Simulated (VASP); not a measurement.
# CdS (Greenockite) (P6_3mc) in VASP: settings compared

The runs below take CdS (Greenockite) through relaxation of cell and atoms, single point, with PBE+MBD, PBEsol+D3, PBEsol+D3(BJ), PBE.

Everything below comes from runs of VASP 6.6.1. Logs are shortened: lines on timing, memory, paths and dates and some standing lists are left out, and cuts for length are marked.

**What was measured.**

From “Isotope dependence of band-gap energy”, 2008, arxiv:0807.2152, for a bulk crystal of CdS: band gap 2.5809 ± 0.0002 eV.

The runs below are set against these values where they give the same quantity.

### 1 The crystal as given

It takes space group P6_3mc (No. 186, hexagonal). The conventional cell has a = 4.150 Å, b = 4.150 Å, c = 6.737 Å, α = 90.00°, β = 90.00°, γ = 120.00°. Cd (site symmetry 3m) has 4 S at 2.53 to 2.54 Å as nearest neighbours. S (site symmetry 3m) is surrounded by 4 Cd at 2.53 to 2.54 Å.

### 2 Relaxation of cell and atoms, PBE+MBD

Contents of INCAR:

```
PREC = Accurate
ENCUT = 600
EDIFF = 1E-6
ISMEAR = -1
SIGMA = 0.05
LREAL = False
LASPH = True
NELM = 100
ALGO = Normal
ISIF = 3
LWAVE = False
LCHARG = False
GGA = PE
IVDW = 202
IBRION = 2
NSW = 40
EDIFFG = -0.02
```

Contents of KPOINTS:

```
Automatic mesh
0
Gamma
  7 7 4
```

Contents of POSCAR:

```
CdS
1.0
    4.1500000000      0.0000000000      0.0000000000
   -2.0750000000      3.5940054257      0.0000000000
    0.0000000000      0.0000000000      6.7370000000
Cd S
2 2
Direct
    0.6666666667      0.3333333333      0.5000000000
    0.3333333333      0.6666666667      0.0000000000
    0.6666666667      0.3333333333      0.8750000000
    0.3333333333      0.6666666667      0.3750000000
```

Potentials or basis: VASP PAW PBE potentials, release 64 (Cd, S).

Command:

```
> cat potpaw_PBE.64/Cd/POTCAR potpaw_PBE.64/S/POTCAR > POTCAR
> mpirun -np 1 vasp_std > vasp.out
```

OUTCAR:

```text
PREC = Accurate
   ENCUT = 600
   EDIFF = 1E-6
   ISMEAR = -1
   LREAL = False
   LASPH = True
   NELM = 100
   ISIF = 3
   GGA = PE
   IVDW = 202
   IBRION = 2
   NSW = 40
   EDIFFG = -0.02
  IVDW = 202

 ion  position               nearest neighbor table
   1  0.667  0.333  0.500-   3 2.53   4 2.54   4 2.54   4 2.54
   2  0.333  0.667  0.000-   4 2.53   3 2.54   3 2.54   3 2.54
   3  0.667  0.333  0.875-   1 2.53   2 2.54   2 2.54   2 2.54
   4  0.333  0.667  0.375-   2 2.53   1 2.54   1 2.54   1 2.54

  LATTYP: Found a hexagonal cell.
 ALAT       =     4.1500000000
 C/A-ratio  =     1.6233734940

  Lattice vectors:

 A1 = (   4.1500000000,   0.0000000000,   0.0000000000)
 A2 = (  -2.0750000000,   3.5940054257,   0.0000000000)
 A3 = (   0.0000000000,   0.0000000000,   6.7370000000)

Analysis of symmetry for initial positions (statically):
=====================================================================
 Subroutine PRICEL returns:
 Original cell was already a primitive cell.

 Routine SETGRP: Setting up the symmetry group for a
 hexagonal supercell.

 Subroutine GETGRP returns: Found 12 space group operations
 (whereof  6 operations were pure point group operations)
 out of a pool of 24 trial point group operations.

The static configuration has the point symmetry C_3v.
 The point group associated with its full space group is C_6v.

Analysis of symmetry for dynamics (positions and initial velocities):
=====================================================================
 Subroutine PRICEL returns:
 Original cell was already a primitive cell.

 Routine SETGRP: Setting up the symmetry group for a
 hexagonal supercell.

 Subroutine GETGRP returns: Found 12 space group operations
 (whereof  6 operations were pure point group operations)
 out of a pool of 24 trial point group operations.

The dynamic configuration has the point symmetry C_3v.
 The point group associated with its full space group is C_6v.

 Subroutine INISYM returns: Found 12 space group operations
 (whereof  6 operations are pure point group operations),
 and found     1 'primitive' translations

----------------------------------------------------------------------------------------

                                     Primitive cell

  volume of cell :     100.4832

  direct lattice vectors                    reciprocal lattice vectors
     4.150000000  0.000000000  0.000000000     0.240963855  0.139120547  0.000000000
    -2.075000000  3.594005426  0.000000000     0.000000000  0.278241094  0.000000000
     0.000000000  0.000000000  6.737000000     0.000000000  0.000000000  0.148434021

  length of vectors
     4.150000000  4.150000000  6.737000000     0.278241094  0.278241094  0.148434021

  position of ions in fractional coordinates (direct lattice)
     0.666666667  0.333333333  0.500000000
     0.333333333  0.666666667  0.000000000
     0.666666667  0.333333333  0.875000000
     0.333333333  0.666666667  0.375000000

  ion indices of the primitive-cell ions
   primitive index   ion index
                 1           1
                 2           2
                 3           3
                 4           4

----------------------------------------------------------------------------------------

 KPOINTS: Automatic mesh

Automatic generation of k-mesh.
 Grid dimensions read from file:
 generate k-points for:    7    7    4

 Generating k-lattice:

  Cartesian coordinates                     Fractional coordinates (reciprocal lattice)
     0.034423408  0.019874364  0.000000000     0.142857143  0.000000000  0.000000000
     0.000000000  0.039748728  0.000000000     0.000000000  0.142857143  0.000000000
     0.000000000  0.000000000  0.037108505     0.000000000  0.000000000  0.250000000

  Length of vectors
     0.039748728  0.039748728  0.037108505

  Shift w.r.t. Gamma in fractional coordinates (k-lattice)
     0.000000000  0.000000000  0.000000000

 Subroutine IBZKPT returns following result:
 ===========================================

 Found     24 irreducible k-points:

 Following reciprocal coordinates:
            Coordinates               Weight
  0.000000  0.000000  0.000000      1.000000
  0.142857 -0.000000  0.000000      6.000000
  0.285714 -0.000000  0.000000      6.000000
  0.428571 -0.000000  0.000000      6.000000
  0.142857  0.142857  0.000000      6.000000
  0.285714  0.142857  0.000000     12.000000
[... 16 lines left out ...]
  0.428571  0.142857  0.500000      6.000000
  0.285714  0.285714  0.500000      6.000000
   k-points           NKPTS =     24   k-points in BZ     NKDIM =     24   number of bands    NBANDS=     22
   number of dos      NEDOS =    301   number of ions     NIONS =      4
   total plane-waves  NPLWV =  69984
   dimension x,y,z NGX =    36 NGY =   36 NGZ =   54
   dimension x,y,z NGXF=    72 NGYF=   72 NGZF=  108
   ions per type =               2   2
   NGX,Y,Z   is equivalent  to a cutoff of  14.42, 14.42, 13.33 a.u.
   NGXF,Y,Z  is equivalent  to a cutoff of  28.84, 28.84, 26.65 a.u.
 SYSTEM =  unknown system
   PREC   = accura    normal or accurate (medium, high low for compatibility)
   ISTART =      0    job   : 0-new  1-cont  2-samecut
   ICHARG =      2    charge: 1-file 2-atom 10-const
   ISPIN  =      1    spin polarized calculation?
   LNONCOLLINEAR =      F non collinear calculations
   LSORBIT =      F    spin-orbit coupling
   LASPH  =      T    aspherical Exc in radial PAW
   ENCUT  =  600.0 eV  44.10 Ry    6.64 a.u.   8.29  8.29 13.46*2*pi/ulx,y,z
   NELM   =    100;   NELMIN=  2; NELMDL= -5     # of ELM steps
   EDIFF  = 0.1E-05   stopping-criterion for ELM
   LREAL  =      F    real-space projection
   EDIFFG = -.2E-01   stopping-criterion for IOM
   NSW    =     40    number of steps for IOM
   IBRION =      2    ionic relax: 0-MD 1-quasi-New 2-CG
   NFREE  =      1    steps in history (QN), initial steepest desc. (CG)
   ISIF   =      3    stress and relaxation
   ISYM   =      2    0-nonsym 1-usesym 2-fastsym
   POTIM  = 0.5000    time-step for ionic-motion
   TEBEG  =    0.0;   TEEND  =   0.0 temperature during run
   PSTRESS=    0.0 pullay stress
   NELECT =      36.0000    total number of electrons
   NUPDOWN=      -1.0000    fix difference up-down
   EMIN   =  10.00;   EMAX   =-10.00  energy-range for DOS
   EFERMI =   0.00;   METHOD = LEGACY
   ISMEAR =    -1;   SIGMA  =   0.05  broadening in eV -4-tet -1-fermi 0-gaus
   EFERMI_NEDOS =   21; number of points for ismear=-14 and -15
   IALGO  =     38    algorithm
   IMIX   =      4    mixing-type and parameters
     AMIX     =   0.40;   BMIX     =  1.00
     AMIX_MAG =   1.60;   BMIX_MAG =  1.00
  volume/ion in A,a.u.               =      25.12       169.52
  Fermi-wavevector in a.u.,A,eV,Ry     =   1.162727  2.197236 18.394190  1.351935
  Thomas-Fermi vector in A             =   2.299285
   LORBIT       =      0    0 simple, 1 ext, 2 COOP (PROOUT), +10 PAW based schemes
   GGA     = PE    functional components
   LHFCALC =     F    Hartree Fock is set to
   AEXX    =    0.0000 exact exchange contribution
   IVDW    =   202    specifies the selected vdW correction
   LEPSILON=     F    determine dielectric tensor
   LRPA    =     F    only Hartree local field effects (RPA)
 conjugate gradient relaxation of ions
 non-spin polarized calculation
  energy-cutoff  :      600.00
  volume of cell :      100.48
 maximum number of plane-waves:      3376
 NGX is ok and might be reduce to    36
   NGX = 17   NGY = 17   NGZ = 27

--------------------------------------- Ionic step        1  -------------------------------------------

 number of electron      36.0000008 magnetization

 Free energy of the ion-electron system (eV)
  ---------------------------------------------------
  ext. energy  EPLUGINS =         0.00000000
  ---------------------------------------------------
  free energy    TOTEN  =       -12.26693654 eV

  energy without entropy =      -12.26693639  energy(sigma->0) =      -12.26693646

------------------------ aborting loop because EDIFF is reached ----------------------------------------

  Tkatchenko/Scheffler method for vdW energy calculation

  Edisp (eV):   -0.95401

  FORCE on cell =-STRESS in cart. coord.  units (eV):
  Direction    XX          YY          ZZ          XY          YZ          ZX
  --------------------------------------------------------------------------------------
  -------------------------------------------------------------------------------------
  Total       0.37587     0.37587     0.77442     0.00000    -0.00000    -0.00000
  in kB       5.99311     5.99311    12.34791     0.00000    -0.00000    -0.00000
  external pressure =        8.11 kB  Pullay stress =        0.00 kB
[... 65 lines left out ...]
  energy  without entropy=      -13.2251804748  energy(sigma->0) =      -13.22518060

--------------------------------------- Ionic step        3  -------------------------------------------

 number of electron      36.0000008 magnetization

 Free energy of the ion-electron system (eV)
  ---------------------------------------------------
  ext. energy  EPLUGINS =         0.00000000
  ---------------------------------------------------
  free energy    TOTEN  =       -12.28539600 eV

  energy without entropy =      -12.28539578  energy(sigma->0) =      -12.28539589

 E-fermi :   1.6995     XC(G=0):  -9.0182

 val. band max:        1.0880964415   @ k =   0.0000   0.0000   0.0000
 cond. band min:       2.2493934635   @ k =   0.0000   0.0000   0.0000
 fundamental gap:      1.1612970220
 Fermi energy:         1.6994874147

 k-point     1 :       0.0000    0.0000    0.0000
  band No.  band energies     occupation
      1     -11.1253      2.00000
      2     -10.7184      2.00000
      3      -6.5332      2.00000
      4      -6.5225      2.00000
      5      -6.5225      2.00000
      6      -6.4428      2.00000
[... 589 lines left out ...]
     21       7.0957      0.00000
     22       7.0957      0.00000

------------------------ aborting loop because EDIFF is reached ----------------------------------------

  Hirshfeld charges:
            ion         q(e)
   ------------------------------
      1     Cd       0.28361360
      2     Cd       0.28361360
      3     S       -0.28361360
      4     S       -0.28361360

  Tkatchenko/Scheffler method for vdW energy calculation

  Edisp (eV):   -0.94005

  FORCE on cell =-STRESS in cart. coord.  units (eV):
  Direction    XX          YY          ZZ          XY          YZ          ZX
  --------------------------------------------------------------------------------------
  -------------------------------------------------------------------------------------
  Total      -0.02837    -0.02837    -0.01448     0.00000     0.00000     0.00000
  in kB      -0.44588    -0.44588    -0.22760     0.00000     0.00000     0.00000
  external pressure =       -0.37 kB  Pullay stress =        0.00 kB
[... 19 lines left out ...]
  FREE ENERGIE OF THE ION-ELECTRON SYSTEM (eV)
  ---------------------------------------------------
  free  energy   TOTEN  =       -13.2254508001 eV

  energy  without entropy=      -13.2254505765  energy(sigma->0) =      -13.22545069

 reached required accuracy - stopping structural energy minimisation
```

Run time: 67 s. Hardware: 1 thread of Intel Xeon 6975P-C (Granite Rapids), shared host; peak memory 0.28 GiB.

What came out:

| Item | Value |
| --- | --- |
| Free energy | -13.2255 eV |
| Relaxed volume | 25.48 Å³/atom |
| Relaxed cell | a = 4.165 Å, b = 4.165 Å, c = 6.786 Å, α = 90.00°, β = 90.00°, γ = 120.00° |
| Space group after relaxing (to 0.05 Å) | P6_3mc (No. 186) |
| Energy gained by relaxing | 1.1 meV/atom |
| Ionic steps | 3 |
| Pressure after relaxing | 0.0 GPa |
| Largest force after relaxing | 0.013 eV/Å |
| Band gap on the k mesh | 1.16 eV, direct |
| Hirshfeld charges | Cd +0.28; S -0.28 e |
| Dispersion energy per atom | -0.235 eV |

Forces on the atoms (eV/Å):
```
Cd   0.000  0.000 -0.013
Cd   0.000  0.000 -0.013
S    0.000  0.000  0.013
S    0.000  0.000  0.013
```

Step by step:
```
step  energy change (eV)  largest force (eV/Å)  pressure (GPa)  volume (Å³)
   1              0.0000                0.0681            0.81       100.48
   2             -0.0042                0.0004           -0.27       102.34
   3             -0.0045                0.0130           -0.04       101.94
```

Final structure:
```
Cd S
1.0
     4.16473    0.00000    0.00000
    -2.08237    3.60676    0.00000
     0.00000    0.00000    6.78627
Cd S
2 2
Direct
  0.66667 0.33333 0.49962
  0.33333 0.66667 0.99962
  0.66667 0.33333 0.87538
  0.33333 0.66667 0.37538
```

PBE gaps usually lie below the measured ones, often by a third to a half. Zero-point motion and thermal expansion aren't in these numbers.

[end of part 1 of 3]
